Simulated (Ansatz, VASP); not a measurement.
# BaTiO3: VASP beside Ansatz

Aim: how closely do two programs agree when they are given the same cell, functional and k mesh? Other levels of theory on this material are compared in a session of their own.

Calculated with Ansatz 0.2.0; plane waves, with VASP 6.6.1 beside it; band structure at LDA, dielectric response at PBE and band structure at PBE, spin-orbit coupling.

The database entry behind the starting cell differs from later determinations by our own check (c/a about 0.6 % short), so it need not match the best structure at ambient conditions.

### 1. Set-up

The structure is tetragonal, space group P4mm (No. 99). The conventional cell has a = 4.000 Å, b = 4.000 Å, c = 4.018 Å, α = 90.00°, β = 90.00°, γ = 90.00°. Nearest to Ba lie 12 O at 2.79 to 2.88 Å. Nearest to Ti lie 6 O at 1.89 to 2.13 Å. Nearest to O lie 2 Ti at 1.89 to 2.13 Å and 4 Ba at 2.83 Å. O has 2 Ti at 2.00 Å and 4 Ba at 2.79 to 2.88 Å nearest. Farther neighbours and most contacts between anions are not listed.

### 2. VASP: band structure, LDA

Levels along a path test the potential and the projectors away from the mesh points.

Lines of VASP's logs that name or quote its potential files are left out, and so is its time.

INCAR reads:

```
SYSTEM = BaTiO3
PREC = Accurate
ENCUT = 520
EDIFF = 1E-06
NELM = 100
ISMEAR = 0
SIGMA = 0.02
LREAL = .FALSE.
ALGO = Normal
GGA = CA
NBANDS = 35
LORBIT = 11
LWAVE = .FALSE.
LCHARG = .FALSE.
KPAR = 8
```

POSCAR reads:

```
BaTiO3
1.0
    3.9998000000      0.0000000000      0.0000000000
    0.0000000000      3.9998000000      0.0000000000
    0.0000000000      0.0000000000      4.0180000000
Ba Ti O
1 1 3
Direct
    0.0000000000      0.0000000000      0.0000000000
    0.5000000000      0.5000000000      0.4900000000
    0.5000000000      0.5000000000      0.0190000000
    0.5000000000      0.0000000000      0.5170000000
    0.0000000000      0.5000000000      0.5170000000
```

KPOINTS reads:

```
Automatic mesh
0
Gamma
4 4 4
0 0 0
```

KPOINTS_OPT reads:

```
Line mode
16
Line-mode
Reciprocal
  0.00000000   0.00000000   0.00000000 GAMMA
  0.00000000   0.50000000   0.00000000 X

  0.00000000   0.50000000   0.00000000 X
  0.50000000   0.50000000   0.00000000 M

  0.50000000   0.50000000   0.00000000 M
  0.00000000   0.00000000   0.00000000 GAMMA

  0.00000000   0.00000000   0.00000000 GAMMA
  0.00000000   0.00000000   0.50000000 Z

  0.00000000   0.00000000   0.50000000 Z
  0.00000000   0.50000000   0.50000000 R

  0.00000000   0.50000000   0.50000000 R
  0.50000000   0.50000000   0.50000000 A

  0.50000000   0.50000000   0.50000000 A
  0.00000000   0.00000000   0.50000000 Z

  0.00000000   0.50000000   0.00000000 X
  0.00000000   0.50000000   0.50000000 R

  0.50000000   0.50000000   0.00000000 M
  0.50000000   0.50000000   0.50000000 A
```

The projector-augmented-wave data sets are Ba_sv, Ti_sv and O (PBE family, release 64).

On the command line:

```bash
$ mpirun -np 8 vasp_std
```

Numbers of over 12 decimals in the logs are rounded to 6 here.

What it wrote:

```text
[banner, memory and clock lines left out]
running    8 mpi-ranks, on    1 nodes
 distrk:  each k-point on    1 cores,    8 groups
 distr:  one band on    1 cores,    1 groups

 POSCAR found type information on POSCAR BaTiO
 POSCAR found :  3 types and       5 ions
|                                                                             |
|           W    W    AA    RRRRR   N    N  II  N    N   GGGG   !!!           |
|           W    W   A  A   R    R  NN   N  II  NN   N  G    G  !!!           |
|           W    W  A    A  R    R  N N  N  II  N N  N  G       !!!           |
|           W WW W  AAAAAA  RRRRR   N  N N  II  N  N N  G  GGG   !            |
|           WW  WW  A    A  R   R   N   NN  II  N   NN  G    G                |
|           W    W  A    A  R    R  N    N  II  N    N   GGGG   !!!           |
|                                                                             |
|     For optimal performance we recommend to set                             |
|       NCORE = 2 up to number-of-cores-per-socket                            |
|     NCORE specifies how many cores store one orbital (NPAR=cpu/NCORE).      |
|     This setting can greatly improve the performance of VASP for DFT.       |
|     The default, NCORE=1 might be grossly inefficient on modern             |
|     multi-core architectures or massively parallel machines. Do your        |
|     Unfortunately you need to use the default for GW and RPA                |
|     calculations (for HF NCORE is supported but not extensively tested      |
|     yet).                                                                   |
|                                                                             |

|                                                                             |
|               ----> ADVICE to this user running VASP <----                  |
|                                                                             |
|     You enforced a specific xc type in the INCAR file but a different       |
|     [... a line on the potential file left out ...]
|     I HOPE YOU KNOW WHAT YOU ARE DOING!                                     |
|                                                                             |

 LDA part: xc-table for (Slater(with rela. corr.)+CA(PZ))
 , standard interpolation
 POSCAR, INCAR and KPOINTS ok, starting setup
 FFT: planning ... GRIDC
 FFT: planning ... GRID_SOFT
 FFT: planning ... GRID
 WAVECAR not read
 entering main loop
       N       E                     dE             d eps       ncg     rms          rms(c)
DAV:   1     0.395268910712E+03    0.39527E+03   -0.19704E+04  1260   0.124E+03
DAV:   2    -0.123469453479E+02   -0.40762E+03   -0.37777E+03  1384   0.354E+02
DAV:   3    -0.529850353711E+02   -0.40638E+02   -0.40012E+02  1806   0.110E+02
DAV:   4    -0.545944522610E+02   -0.16094E+01   -0.16035E+01  1767   0.186E+01
DAV:   5    -0.546257591186E+02   -0.31307E-01   -0.31290E-01  1623   0.218E+00    0.229E+01
DAV:   6    -0.450067358727E+02    0.96190E+01   -0.28965E+01  1596   0.524E+01    0.104E+01
DAV:   7    -0.444999781926E+02    0.50676E+00   -0.63454E+00  1457   0.186E+01    0.712E+00
DAV:   8    -0.442762554756E+02    0.22372E+00   -0.89294E-01  1488   0.807E+00    0.248E+00
DAV:   9    -0.443250137575E+02   -0.48758E-01   -0.20188E-01  1736   0.265E+00    0.222E+00
DAV:  10    -0.442762935494E+02    0.48720E-01   -0.37092E-01  1352   0.533E+00    0.844E-01
DAV:  11    -0.442625271661E+02    0.13766E-01   -0.38236E-02  1429   0.174E+00    0.109E-01
DAV:  12    -0.442626094916E+02   -0.82325E-04   -0.11022E-03  1582   0.209E-01    0.597E-02
DAV:  13    -0.442626249905E+02   -0.15499E-04   -0.12752E-04  1486   0.884E-02    0.132E-02
DAV:  14    -0.442626244557E+02    0.53480E-06   -0.11088E-05  1731   0.258E-02    0.108E-02
DAV:  15    -0.442626236302E+02    0.82543E-06   -0.22325E-06  1382   0.117E-02
   1 F= -.44262624E+02 E0= -.44262624E+02  d E =-.159618E-79
 Start KPOINTS_OPT (optional k-point list driver)
k-point batch [1-18\144]
       N       E                     dE             ncg
DAV:   1     0.236814109265E+03   -0.88028E+04     1260
DAV:   2    -0.657573929798E+04   -0.68126E+04     1383
DAV:   3    -0.724669107811E+04   -0.67095E+03     1740
DAV:   4    -0.726952464650E+04   -0.22834E+02     1736
DAV:   5    -0.727003205947E+04   -0.50741E+00     1487
DAV:   6    -0.727004407907E+04   -0.12020E-01     1575
DAV:   7    -0.727004449264E+04   -0.41357E-03     1524
DAV:   8    -0.727004450867E+04   -0.16032E-04     1385
DAV:   9    -0.727004450933E+04   -0.66018E-06     1191
[...]
k-point batch [127-144\144]
       N       E                     dE             ncg
DAV:   1     0.379988756853E+03   -0.25396E+05     1263
DAV:   2    -0.665660740736E+04   -0.70366E+04     1348
DAV:   3    -0.742443375743E+04   -0.76783E+03     1854
DAV:   4    -0.745665174122E+04   -0.32218E+02     1656
DAV:   5    -0.745752209243E+04   -0.87035E+00     1695
DAV:   6    -0.745753651417E+04   -0.14422E-01     1603
DAV:   7    -0.745753703443E+04   -0.52026E-03     1689
DAV:   8    -0.745753705806E+04   -0.23636E-04     1183
DAV:   9    -0.745753705885E+04   -0.78487E-06     1210
```

From OUTCAR (step 2):

```text
ion  position               nearest neighbor table
   1  0.000  0.000  0.000-   4 2.79   5 2.79   5 2.79   4 2.79   3 2.83   3 2.83   3 2.83   3 2.83
                             4 2.88   5 2.88   5 2.88   4 2.88   2 3.45   2 3.45   2 3.45   2 3.45
   2  0.500  0.500  0.490-   3 1.89   4 2.00   5 2.00   4 2.00   5 2.00   3 2.13   1 3.45   1 3.45
                             1 3.45   1 3.45   1 3.49   1 3.49   1 3.49   1 3.49
   3  0.500  0.500  0.019-   2 1.89   2 2.13   1 2.83   1 2.83   1 2.83   1 2.83
   4  0.500  0.000  0.517-   2 2.00   2 2.00   1 2.79   1 2.79   1 2.88   1 2.88
   5  0.000  0.500  0.517-   2 2.00   2 2.00   1 2.79   1 2.79   1 2.88   1 2.88

  LATTYP: Found a simple tetragonal cell.
 ALAT       =     3.9998000000
 C/A-ratio  =     1.0045502275

 Subroutine GETGRP returns: Found  8 space group operations
 (whereof  8 operations were pure point group operations)

The static configuration has the point symmetry C_4v.

 Found     18 irreducible k-points:

   k-points           NKPTS =     18   k-points in BZ     NKDIM =     18   number of bands    NBANDS=     35

   dimension x,y,z NGX =    30 NGY =   30 NGZ =   30
   dimension x,y,z NGXF=    60 NGYF=   60 NGZF=   60

   ENCUT  =  520.0 eV  38.22 Ry    6.18 a.u.   7.44  7.44  7.47*2*pi/ulx,y,z

   NELECT =      40.0000    total number of electrons

 k-points in reciprocal lattice and weights: Automatic mesh
   0.00000000  0.00000000  0.00000000       0.016
   0.25000000  0.00000000  0.00000000       0.062
   0.50000000  0.00000000  0.00000000       0.031
   0.25000000  0.25000000  0.00000000       0.062
   0.50000000  0.25000000  0.00000000       0.062
   0.50000000  0.50000000  0.00000000       0.016
   0.00000000  0.00000000  0.25000000       0.031
   0.25000000  0.00000000  0.25000000       0.125
   0.50000000  0.00000000  0.25000000       0.062
[...]
0.50000000  0.25000000  0.50000000       0.062
   0.50000000  0.50000000  0.50000000       0.016

 average (electrostatic) potential at core
       1 -32.8711       2 -76.5912       3 -69.6959       4 -69.5877       5 -69.5877

 E-fermi :   3.7481

 k-point     1 :       0.0000    0.0000    0.0000
  band No.  band energies     occupation
    ...
     16       2.2346      2.00000
     17       2.3278      2.00000
     18       3.1885      2.00000
     19       3.1944      2.00000
     20       3.1944      2.00000
     21       5.1516      0.00000
     22       5.3775      0.00000
     23       5.3775      0.00000
     24       7.4683      0.00000
     25       7.5558      0.00000
    ...

 k-point     2 :       0.2500    0.0000    0.0000
  band No.  band energies     occupation
    ...
     16       1.8044      2.00000
     17       1.9065      2.00000
     18       2.2285      2.00000
     19       2.8020      2.00000
     20       2.9092      2.00000
     21       5.4404      0.00000
     22       6.1400      0.00000
     23       6.1568      0.00000
     24       7.5350      0.00000
     25       8.6527      0.00000
    ...

 k-point     3 :       0.5000    0.0000    0.0000
  band No.  band energies     occupation
    ...
     16       1.4859      2.00000
     17       1.6196      2.00000
     18       1.7198      2.00000
     19       2.5276      2.00000
     20       2.6394      2.00000
     21       5.5160      0.00000
     22       6.9244      0.00000
     23       6.9622      0.00000
     24       7.5233      0.00000
     25       9.3536      0.00000
    ...

  Total       -2.7095274     -2.7095274     -2.2876284      0.0000000     -0.0000000      0.0000000
  in kB      -67.5332493    -67.5332493    -57.0176857      0.0000000     -0.0000000      0.0000000
  external PRESSURE =     -64.0280614 kB  Pullay stress =       0.0000000 kB

  energy-cutoff  :      520.00
  volume of cell :       64.28
      direct lattice vectors                 reciprocal lattice vectors
     3.999800000  0.000000000  0.000000000     0.250012501  0.000000000  0.000000000
     0.000000000  3.999800000  0.000000000     0.000000000  0.250012501  0.000000000
     0.000000000  0.000000000  4.018000000     0.000000000  0.000000000  0.248880040

 POSITION                                       TOTAL-FORCE (eV/Angst)
 -----------------------------------------------------------------------------------
      0.00000      0.00000      0.00000         0.000000      0.000000      0.035939
      1.99990      1.99990      1.96882         0.000000      0.000000     -0.241648
      1.99990      1.99990      0.07634         0.000000     -0.000000      0.396102
      1.99990      0.00000      2.07731         0.000000      0.000000     -0.095197
      0.00000      1.99990      2.07731         0.000000      0.000000     -0.095197
 -----------------------------------------------------------------------------------
    total drift:                                0.000000      0.000000      0.000181

  FREE ENERGIE OF THE ION-ELECTRON SYSTEM (eV)
  ---------------------------------------------------
  free  energy   TOTEN  =       -44.2626236302 eV

  energy  without entropy=      -44.2626236302  energy(sigma->0) =      -44.26262363

 total charge
# of ion       s       p       d       tot
------------------------------------------
    1        2.001   5.619   0.338   7.958
    2        2.215   6.278   1.746  10.240
    3        1.552   3.440   0.000   4.993
    4        1.550   3.440   0.000   4.990
    5        1.550   3.440   0.000   4.990
--------------------------------------------------
tot          8.868  22.217   2.084  33.170

[... 3 further parts left out ...]
```

The PAW data sets were made with PBE, though LDA sets exist; this is a small mismatch. At this level the cell is under a tension of 6.4 GPa, so at these settings it is away from equilibrium.

### 3. Ansatz: band structure, LDA

Ansatz runs on its default PAW (the set named soft_2) files.

The same cell, functional (in two slightly different forms), mesh and smearing now go to Ansatz, which takes its cutoff from its data sets.

input.yaml reads:

```yaml
crystal:
  lattice:
    - [3.9998, 0.0, 0.0]
    - [0.0, 3.9998, 0.0]
    - [0.0, 0.0, 4.018]
  atoms:
    - { symbol: Ba, position: [0.0, 0.0, 0.0] }
    - { symbol: Ti, position: [0.5, 0.5, 0.49] }
    - { symbol: O, position: [0.5, 0.5, 0.019] }
    - { symbol: O, position: [0.5, 0.0, 0.517] }
    - { symbol: O, position: [0.0, 0.5, 0.517] }
hamiltonian:
  xc: lda
  pseudopotentials: { kind: paw }
kpoints:
  mp_grid: { grid: [4, 4, 4] }
  band_path:
    path:
      - [0.0, 0.0, 0.0]
      - [0.0, 0.13333, 0.0]
      - [0.0, 0.3, 0.0]
      - [0.0, 0.46667, 0.0]
      - [0.1, 0.5, 0.0]
      - [0.26667, 0.5, 0.0]
      - [0.43333, 0.5, 0.0]
      - [0.43333, 0.43333, 0.0]
      - [0.26667, 0.26667, 0.0]
      - [0.1, 0.1, 0.0]
      - [0.0, 0.0, 0.03333]
      - [0.0, 0.0, 0.2]
      - [0.0, 0.0, 0.36667]
      - [0.0, 0.0, 0.5]
      - [0.0, 0.16667, 0.5]
      - [0.0, 0.3, 0.5]
      - [0.0, 0.46667, 0.5]
      - [0.1, 0.5, 0.5]
      - [0.26667, 0.5, 0.5]
      - [0.43333, 0.5, 0.5]
      - [0.5, 0.5, 0.5]
      - [0.43333, 0.43333, 0.5]
      - [0.26667, 0.26667, 0.5]
      - [0.1, 0.1, 0.5]
      - [0.0, 0.5, 0.03333]
      - [0.0, 0.5, 0.2]
      - [0.0, 0.5, 0.36667]
      - [0.5, 0.5, 0.0]
      - [0.5, 0.5, 0.16667]
      - [0.5, 0.5, 0.33333]
      - [0.5, 0.5, 0.5]
    npoints: 1
scf:
  occupations: { method: gaussian, width: 0.02 }
  n_extra_bands: 8
output:
  forces: true
  stress: true
  eigenvalues: true
```

On the command line:

```bash
$ ansatz run input.yaml --threads 2 --pin off --max-ram 4608MiB --backend cpu --events-out ev --progress --plain --runs-dir out
```

What it wrote:

```text
scf.n_extra_bands = 8 over 20 filled bands (N_el = 40.0): the run solves 28 bands
Engine: ansatz 0.2.0, aarch64-unknown-linux-gnu
Pseudopotentials: kind: paw
Pseudopotential: Ba, paw, valence charge 10, recommended cutoff 420 eV (normal), Ba.paw.azcp
Pseudopotential: Ti, paw, valence charge 12, recommended cutoff 420 eV (normal), Ti.paw.azcp
Pseudopotential: O, paw, valence charge 6, recommended cutoff 420 eV (normal), O.paw.azcp
Functional definition: SPW92
  exchange = slater_x
  correlation = pw_c
Crystal: 5 atoms, lattice volume = 64.282 Å³
Basis set: ecut = 420 eV, 1237 PW (Γ)
Bands: 28, of which v1, the nominal top of the filled ones, is band 20 counted from 1 (19 counted from 0)
Symmetry: 8 space group operations
Space group: P4mm (ITA 99), of the structure as read, at distance tolerance 4.0e-5 Å
k-points: 18 of 64 (time reversal used)
Non-local potential: Ba, projectors of the file, l = 0: 3, l = 1: 2, l = 2: 2, l = 3: 2
Non-local potential: Ti, projectors of the file, l = 0: 3, l = 1: 2, l = 2: 3, l = 3: 1
Non-local potential: O, projectors of the file, l = 0: 2, l = 1: 2, l = 2: 1
PAW form: soft (Blöchl's): semilocal exchange-correlation on the pseudo side does not see the compensation charge
PAW frozen core: Ba, regenerated for the run's functional, and the local potential with it (the file was generated under x = pbe(κ = 0.804, μ = 0.219515), c = pbe(β = 0.066725))
PAW frozen core: Ti, regenerated for the run's functional, and the local potential with it (the file was generated under x = pbe(κ = 0.804, μ = 0.219515), c = pbe(β = 0.066725))
PAW frozen core: O, regenerated for the run's functional, and the local potential with it (the file was generated under x = pbe(κ = 0.804, μ = 0.219515), c = pbe(β = 0.066725))
PAW one-centre angular grid: Ba, 194 points (default); XC on 64 Gauss nodes
PAW one-centre angular grid: Ti, 590 points (default); XC on 64 Gauss nodes
PAW one-centre angular grid: O, 110 points (default); XC on 64 Gauss nodes
Initial density: superposition of atomic densities (neutral atoms: chi_scale 0, normalization atom), corrected by the library's trained network
Initial wavefunctions: pseudopotential atomic-orbital guess
Functional: x = slater, c = lda
SCF iter   1: F=—  HF=-9904.447900 eV  |F-HF|=—  |Δ(HF+E_count)|=         —  Δρ=1.88e-2  dr2=2.21e-1  ethr=1.77e-3  ⟨swp⟩=7.2  Hψ=2655  notcnv=0
preconditioner: auto → Resta (q_TF=auto, 2.521 Å⁻¹)  ε∞=5.0  [insulator: Δε(μ)=1.489 eV  Ē_g=13.029 eV  σ=0.020 eV  W_gap=1.00  n_scr=18 (ndim 8)  ℏωp=26.2 eV  f_vac=0.000  D(μ)=0.00/eV (n_scr^D=0)  ε∞_Penn≈5.0]
SCF iter   2: F=—  HF=-9904.408854 eV  |F-HF|=—  |Δ(HF+E_count)|=   3.90e-2  Δρ=6.89e-3  dr2=3.70e-2  ethr=5.53e-4  ⟨swp⟩=2.7  Hψ=846  notcnv=0  defer=52
SCF iter   3: F=—  HF=-9904.403079 eV  |F-HF|=—  |Δ(HF+E_count)|=   5.78e-3  Δρ=1.85e-3  dr2=2.82e-3  ethr=9.24e-5  ⟨swp⟩=2.3  Hψ=702  notcnv=0  defer=52
SCF iter   4: F=—  HF=-9904.402553 eV  |F-HF|=—  |Δ(HF+E_count)|=   5.26e-4  Δρ=1.75e-4  dr2=2.20e-5  ethr=7.04e-6  ⟨swp⟩=2.1  Hψ=789  notcnv=0  defer=52
SCF iter   5: F=—  HF=-9904.402548 eV  |F-HF|=—  |Δ(HF+E_count)|=   5.21e-6  Δρ=3.24e-5  dr2=8.06e-7  ethr=5.50e-8  ⟨swp⟩=2.3  Hψ=766  notcnv=0  defer=52
SCF iter   6: F=-9904.402547 eV  HF=-9904.402547 eV  |F-HF|=1.26e-8  |Δ(HF+E_count)|=   2.00e-7  Δρ=7.21e-6  dr2=2.24e-8  ethr=2.50e-10  ⟨swp⟩=10.5  Hψ=2875  notcnv=0
SCF 1 converged in 6 iterations: F = -9904.402547 eV  dr2 = 2.24e-8
  greatest PAW one-centre occupation: 0.999 electrons in one spin orbital (limit 2), on the Ti atom at site 1 (counted from 0), in its partial waves of l = 0
NSCF: frozen V_eff on 31 k-points
SCF converged after 6 iterations
Free energy (F): -9904.402547 eV
Harris-Foulkes:  -9904.402547 eV  (|F-HF|=1.26e-8)
Internal energy: -9904.402547 eV  (E = F + TS)
E sigma→0 (E₀):  -9904.402547 eV
Fermi energy:    10.791028 eV
--- Per-component energies (eV) ---
  E_band       = -151.413053
  E_kinetic    = 964.570199
  E_local      = -2105.721948  (includes V_loc(G=0)·N_el)
  E_nonlocal   = 215.985041
  E_hartree    = 815.572279
  E_xc         = -484.747941
  E_vxc        = -541.977206  (∫ρ·V_xc dr)
  E_paw        = -6494.588989  (= ΣΔE_a)
  E_vpaw       = -315.423459  (= ΣTr[D̂ρ^β])
  E_aug_tail   = 0.007520  (compensation charges beyond the density's cutoff)
  E_ewald      = -2816.377938
  E_core_change = 0.899230  (= ΣΔE_core)
  E_smearing   = -0.000000  (= −TS)
  E_closure    = -0.000000  (closes the sum)
  Σ components = -9904.402547   (vs F -9904.402547, Δ=0.00e0)
--- Forces (eV/Å), atoms counted from 1 ---
  atom   1  Ba    -0.00000000     0.00000000    -0.00052653
  atom   2  Ti    -0.00000000     0.00000000    -0.30012007
  atom   3  O      0.00000000     0.00000000     0.46044407
  atom   4  O     -0.00000000     0.00000000    -0.07990579
  atom   5  O     -0.00000000    -0.00000000    -0.07990579
  max |Σ_I F_I| component: 1.41e-5 eV/Å
--- Stress (GPa, compression-positive) ---
       -8.898521       0.000000      -0.000000
        0.000000      -8.898521       0.000000
       -0.000000       0.000000      -7.960830
  P = ⅓ Tr σ = -8.5860 GPa (-85.860 kbar)
--- Band table (eV; the first three rows and the last of 18) ---
  k-point 0: bands = [... 16 lower, 8.7491, 9.6623, 9.6682, 9.6682, 11.6612, 11.8810, 11.8810, 13.9761, ... 4 higher]
  k-point 1: bands = [... 16 lower, 8.3298, 8.6652, 9.4408, 9.4408, 11.7254, 12.7361, 12.7361, 13.9751, ... 4 higher]
  k-point 2: bands = [... 16 lower, 7.9784, 7.9837, 9.2492, 9.2492, 11.7923, 13.4749, 13.4749, 13.9762, ... 4 higher]
  k-point 17: bands = [... 16 lower, 7.5547, 9.8388, 9.8388, 9.9208, 14.0993, 14.1001, 14.1001, 16.5059, ... 4 higher]
```

It took 3.8 s on 2 threads of Arm Neoverse V1, shared host; peak memory 0.35 GiB.

[end of part 1 of 3]

[Lines on the potential files, build, host, timing and source positions are cut from VASP's logs without a mark.]

[Logs are printed without paths, hosts, clocks, repeated set-up lines and the standing remarks that a program may print on its own settings, such as how far it seeks lower states.]

[Hosts, paths, dates, database ids (printed as entryN), source tags and the programs' standing remarks are cut or masked in the printed files.]

[VASP's PBE data sets in a run with another functional are called a small mismatch above; for pressures it isn't always small: they can move by 1 GPa and more.]
